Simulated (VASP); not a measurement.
Runs of VASP 6.6.1 on Ca. It takes space group P6_3/mmc (No. 194, hexagonal). Conventional cell: a = 3.980 Å, b = 3.980 Å, c = 6.520 Å, α = 90.00°, β = 90.00°, γ = 120.00°. Ca (site symmetry -6m2) is surrounded by 12 Ca at 3.98 to 3.99 Å. This isn't the form of Ca at room conditions, which is fcc.

| task | level | cell | k mesh | cutoff (eV) | smearing | gap on the mesh (eV) | pressure (GPa) | relaxed volume (Å³/atom) |
| --- | --- | --- | --- | --- | --- | --- | --- | --- |
| relaxation of cell and atoms | r2SCAN | relaxed | 8 × 8 × 4 | 600 | methfessel-paxton 0.1 eV | none | 0.0 | 43.45 |
| relaxation of cell and atoms | r2SCAN+D4 | relaxed | 8 × 8 × 4 | 600 | methfessel-paxton 0.1 eV | none | 0.0 | 43.02 |
| relaxation of the atoms | r2SCAN | atoms relaxed from: atoms moved at random, drawn with an rms of 0.02 Å | 6 × 6 × 3 | 520 | methfessel-paxton 0.1 eV | none | -0.5 | - |
| single point | r2SCAN | as given | 8 × 8 × 4 | 520 | fermi-dirac 0.05 eV | none | -0.5 | - |
| relaxation of cell and atoms | revTPSS | relaxed | 8 × 8 × 4 | 600 | methfessel-paxton 0.1 eV | none | 0.0 | (a) |

Alike in all rows: potentials or basis VASP PAW PBE potentials, release 64 (Ca_sv); no spin polarisation.

Question: Fill in the values left out.

Answer: (a) 42.27.

Caveats: the PAW data sets were made with another functional, which shifts forces and pressure a little; pairwise dispersion overbinds metals, which lowers pressure and volume (some runs).

A gap of «none» marks a metal or a gap under the smearing width.
